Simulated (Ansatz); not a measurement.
# V_O in HfO2 (P2_1/c): convergence with the plane-wave cutoff

Aim: the (+1/0) level of V_O in HfO2 (P2_1/c) as a function of the plane-wave cutoff, with the cost of each choice. The model is a cell of 96 host atoms with 1 O taken out; the atoms are relaxed once and then held.

Calculated with Ansatz 0.2.0; plane-wave PAW DFT; relaxations with PBEsol, then single points with PBEsol, on supercells at fixed charge in a uniform background.

Most raw output is cut from this account.

## 1. The starting structure

The cell holds 95 atoms: 32 Hf and 63 O. Cell: a = 10.192 Å, b = 10.355 Å, c = 10.542 Å, α = 90.0°, β = 99.6°, γ = 90.0°. It derives from HfO2 (space group P2_1/c). Nearest the centre at fractional (0.536, 0.581, 0.420): Hf73 at 2.04 Å, Hf2 at 2.05 Å, Hf87 at 2.13 Å, O90 at 2.53 Å, O22 at 2.57 Å, O92 at 2.79 Å, O81 at 2.79 Å, O11 at 2.81 Å. The cell carries charge +1.

Known beforehand: the electronic dielectric constant, principal values (4.69, 5.07, 5.10), and the static one, principal values (14.94, 18.84, 20.97), computed on the host (DFPT, PBEsol).

The cell's shortest repeat is 10.2 Å.

## 2. Relaxing both charge states, PBEsol

The study needs fixed structures, so each charge is relaxed once, at one point at (¼, ¼, ¼), from small random displacements that break the symmetry of the site.

Input file qp1_M1.relax/input.yaml:

```yaml
crystal:
  lattice:
    - [5.0960629, 0.0, -0.00164996]
    - [0.0, 5.17752983, 0.0]
    - [-0.8781789, 0.0, 5.19733742]
  atoms:
    - { symbol: Hf, position: [0.277155, 0.457022, 0.708187] }
    - { symbol: Hf, position: [0.722845, 0.957022, 0.791813] }
    - { symbol: Hf, position: [0.722845, 0.542978, 0.291813] }
    - { symbol: Hf, position: [0.277155, 0.042978, 0.208187] }
    - { symbol: O, position: [0.447132, 0.741797, 0.980022] }
    - { symbol: O, position: [0.552868, 0.241797, 0.519978] }
    - { symbol: O, position: [0.552868, 0.258203, 0.019978] }
    - { symbol: O, position: [0.447132, 0.758203, 0.480022] }
    - { symbol: O, position: [0.071295, 0.337466, 0.340782] }
    - { symbol: O, position: [0.928705, 0.837466, 0.159218] }
    - { symbol: O, position: [0.928705, 0.662534, 0.659218] }
    - { symbol: O, position: [0.071295, 0.162534, 0.840782] }
  supercell: [2, 2, 2]
  defects: [{ vacancy: 83 }]
total_charge: 1
basis:
  ecutwfc: 420
  xc_grid: 2
hamiltonian:
  xc: pbesol
  pseudopotentials: { kind: paw, azcp: { folder: soft_1 }, xc_functional: pbe }
kpoints:
  mp_grid: { grid: [1, 1, 1], shift: [0.25, 0.25, 0.25] }
magnetization:
  spin_polarized: true
  initial_magnetization: 1
  spin_locking: { lock_magnetization: hard }
scf:
  occupations: { method: fixed }
  max_iter: 80
output:
  forces: true
  charged_corrections:
    epsilon: [[5.04, 0.0, 0.14], [0.0, 5.07, 0.0], [0.14, 0.0, 4.75]]
    static_epsilon: [[20.65, 0.0, 1.35], [0.0, 18.84, 0.0], [1.35, 0.0, 15.26]]
    defect_position: [0.535647, 0.581268, 0.420391]
relax:
  f_tol: 0.015
  max_steps: 60
  random_displacement: { amplitude: 0.04, seed: 4389 }
checkpoint:
  write: "../qp1_M1.relax.run"
  compress: false
  write_wavefunctions: true
  write_every: 100000
```

Run with:

```sh
> ansatz run input.yaml --threads 32 --pin off --max-ram 84787MiB --backend cuda --events-out ev --progress --plain --runs-dir out --max-vram 78GiB
```

It took 9.6 s on 1 × NVIDIA GB200 with 32 threads of Arm Neoverse V2, shared host; peak memory 2.9 GiB.

Relaxation path:

| step | energy less that of the first step (eV) | largest force component (eV/Å) |
| --- | --- | --- |
| 1 | 0.0000 | 2.0909 |
| 2 | -1.2980 | 1.3288 |
| 3 | -1.8067 | 0.0845 |
| 4 | -1.8126 | 0.0422 |
| 5 | -1.8129 | 0.0159 |
| 6 | -1.8130 | 0.0039 |

The atoms that moved most (Å, from the sites as typed, ahead of the random displacement, the mean shift of all atoms taken out):

| atom | dx | dy | dz | length |
| --- | --- | --- | --- | --- |
| O90 | -0.161 | 0.003 | -0.048 | 0.168 |
| O81 | -0.048 | -0.091 | 0.105 | 0.146 |
| O11 | 0.037 | 0.093 | -0.028 | 0.104 |
| Hf73 | 0.055 | 0.075 | -0.035 | 0.099 |
| Hf2 | -0.088 | -0.037 | -0.014 | 0.097 |
| O35 | -0.008 | -0.061 | 0.057 | 0.084 |
| Hf87 | 0.017 | -0.046 | 0.062 | 0.079 |
| O22 | 0.017 | 0.029 | -0.071 | 0.078 |

Neighbours of the ideal centre at the end:

| atom | distance (Å) |
| --- | --- |
| Hf73 | 2.139 |
| Hf2 | 2.146 |
| Hf87 | 2.207 |
| O90 | 2.362 |
| O22 | 2.494 |
| O81 | 2.655 |
| O11 | 2.731 |
| O35 | 2.741 |
| O92 | 2.744 |

| charge | moment set (μB) | steps | largest displacement (Å) | time |
| --- | --- | --- | --- | --- |
| 0 | 0 | 6 | 0.08 | 6.8 s |
| +1 | 1 | 6 | 0.17 | 9.6 s |

The relaxation ends 19 meV an atom lower than the displaced start, with a largest force component of 0.0039 eV/Å.

## 3. First setting: 250 eV

Total energies converge slowly with the cutoff, but a level is a difference between cells with the same atoms, so much of the error should cancel. The host is run again at each cutoff.

Input file qp1_M1.e250/input.yaml:

```yaml
crystal:
  checkpoint: "../qp1_M1.relax.run"
  host: checkpoint
total_charge: 1
basis:
  ecutwfc: 250
  xc_grid: 2
hamiltonian:
  xc: pbesol
  pseudopotentials: { kind: paw, azcp: { folder: soft_1 }, xc_functional: pbe }
kpoints:
  mp_grid: { grid: [1, 1, 1], shift: [0.25, 0.25, 0.25] }
magnetization:
  spin_polarized: true
  initial_magnetization: 1
  spin_locking: { lock_magnetization: hard }
scf:
  occupations: { method: fixed }
  max_iter: 80
output:
  forces: true
  charged_corrections:
    epsilon: [[5.04, 0.0, 0.14], [0.0, 5.07, 0.0], [0.14, 0.0, 4.75]]
    static_epsilon: [[20.65, 0.0, 1.35], [0.0, 18.84, 0.0], [1.35, 0.0, 15.26]]
    defect_position: [0.535647, 0.581268, 0.420391]
  eigenvalues: true
checkpoint:
  write: "../qp1_M1.e250.run"
  compress: false
  write_wavefunctions: false
  write_every: 100000
```

Elapsed: 2.2 s, on 1 × NVIDIA GB200 with 32 threads; peak memory 1.4 GiB.

Both charges and the host at this setting go to place-levels, which corrects for the image charge and aligns the potentials.

Input file levels.e250.yaml:

```yaml
host:
  run: host.e250.run
states: [q0.e250.run, qp1_M1.e250.run]
geometry_from:
  q0.e250.run: q0.relax.run
  qp1_M1.e250.run: qp1_M1.relax.run
  host.e250.run: host.relax.run
```

Run with:

```sh
> ansatz place-levels levels.e250.yaml -- --threads 32 --pin off --max-ram 84787MiB --backend cuda --max-vram 78GiB
```

Run time: 0.14 s. Hardware: 32 threads.

At this setting the gap is 3.915 eV and (+1/0) lies 2.928 eV above the valence top.

## 4. The other settings

In the defect's inputs only the studied keys change. The next input; the others follow the same pattern (350 eV, 420 eV, 500 eV, 600 eV and 750 eV):

qp1_M1.e300/input.yaml, as its differences from qp1_M1.e250/input.yaml of step 3:

```diff
@@ -5,3 +5,3 @@
 basis:
-  ecutwfc: 250
+  ecutwfc: 300
   xc_grid: 2
@@ -27,3 +27,3 @@
 checkpoint:
-  write: "../qp1_M1.e250.run"
+  write: "../qp1_M1.e300.run"
   compress: false
```

## 5. Result against cost

Times of the states on 1 × NVIDIA GB200 with 32 threads of Arm Neoverse V2, shared host; the host is run again at each setting:

| plane-wave cutoff | gap (eV) | (+1/0) above the valence top (eV) | under the conduction bottom (eV) | level less that at 750 eV (meV) | time, both charge states | time, host and placing | peak memory of a state (GiB) |
| --- | --- | --- | --- | --- | --- | --- | --- |
| 250 eV | 3.915 | 2.928 | 0.987 | -78 | 4 s | 10 s | 1.4 |
| 300 eV | 3.942 | 2.985 | 0.956 | -21 | 4.5 s | 6.9 s | 1.3 |
| 350 eV | 3.962 | 3.006 | 0.956 | 0 | 5.5 s | 5.8 s | 1.3 |
| 420 eV | 3.969 | 3.006 | 0.963 | 0 | 5.3 s | 5.9 s | 1.5 |
| 500 eV | 3.969 | 3.006 | 0.963 | 0 | 5.8 s | 13 s | 1.4 |
| 600 eV | 3.969 | 3.006 | 0.962 | 0 | 6.3 s | 6.5 s | 1.6 |
| 750 eV | 3.969 | 3.006 | 0.962 | 0 | 6.8 s | 6.9 s | 1.6 |

## 6. Summary of results

```yaml
plus_1_over_0_level_250_ev: 2.93 eV
plus_1_over_0_level_300_ev: 2.99 eV
plus_1_over_0_level_350_ev: 3.01 eV
plus_1_over_0_level_420_ev: 3.01 eV
plus_1_over_0_level_500_ev: 3.01 eV
plus_1_over_0_level_600_ev: 3.01 eV
plus_1_over_0_level_750_ev: 3.01 eV
```

Over the settings in the table the level spans 0.078 eV; from 350 eV on, both the level and its depth under the conduction bottom lie within 0.02 eV of the reference (750 eV, 3.01 eV). With 250 eV the gap moves too, by 0.05 eV. The largest miss of the level above the valence top is 78 meV, with 250 eV. The total energy of the charged cell falls by 119.4 eV over the same range, so nearly all of the basis error cancels in the level. Cell and atoms were held and forces were not judged; the files' recommended cutoff is 420 eV. Only the charges 0 and +1 were run, each from one start, so (+1/0) need not be a change between stable states. The host ran in cells of different size at different settings, so its times don't compare. What this leaves open: one k-point off the zone centre stands for the whole zone; PBEsol makes the gap too small and tends to spread out bound carriers; spin–orbit coupling, which can matter with heavy atoms, is left out.

[Logs are printed without paths, hosts, clocks, repeated set-up lines and the standing remarks that a program may print on its own settings, such as how far it seeks lower states.]

[Hosts, paths, dates, database ids (printed as entryN), source tags and the programs' standing remarks are cut or masked in the printed files.]

[Where a table of states has a column of steps, it counts the stored structures, which are thinned; the runs took as many ionic steps or more.]

[For some hosts the program warned that the k-mesh of the response run may be too coarse for force constants and the static dielectric constant; such warnings are not shown here.]
